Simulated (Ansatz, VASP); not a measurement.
One calculation of H, two programs

```
H
1.0
    -1.66425    1.66425    2.12653
     1.66425   -1.66425    2.12653
     1.66425    1.66425   -2.12653
H
2
Direct
  0.90986 0.90986 0.00000
  0.09014 0.09014 0.00000
```

Alike in both runs: task single point; functional r2SCAN; k mesh 10 × 10 × 10; occupations gaussian, width 0.05 eV; no spin polarisation.

```csv
,VASP,Ansatz
version,VASP 6.6.1,Ansatz 0.2.0
potentials or method,"VASP PAW PBE potentials, release 64 (H)","scalar-relativistic, plane waves, PAW"
plane-wave cutoff (eV),520,500
valence electrons in the cell,2,2
```

|  | VASP | Ansatz | Ansatz less VASP |
| --- | --- | --- | --- |
| gap on the k mesh at the Fermi level (eV) | 9.45 | 9.44 | -0.010 |
| least direct gap on the mesh (eV) | 10.21 | 10.19 | -0.020 |
| pressure (GPa) | -1.4 | -1.2 | +0.19 |
| largest component of the traceless stress (GPa) | 2.84 | 2.86 | +0.012 |
| rms of the force components (eV/Å) | 0.473 | 0.479 | +0.0057 |

Atom by atom the forces differ by 0.006 eV/Å (rms over components). The functional is the same, so the differences come from potentials, cutoffs and numerics.

Caveats: the PAW data sets were made with another functional, which shifts forces and pressure a little (VASP). A k mesh can miss the band edges. r2SCAN opens gaps a little over a GGA but as a rule still falls short of measured ones.
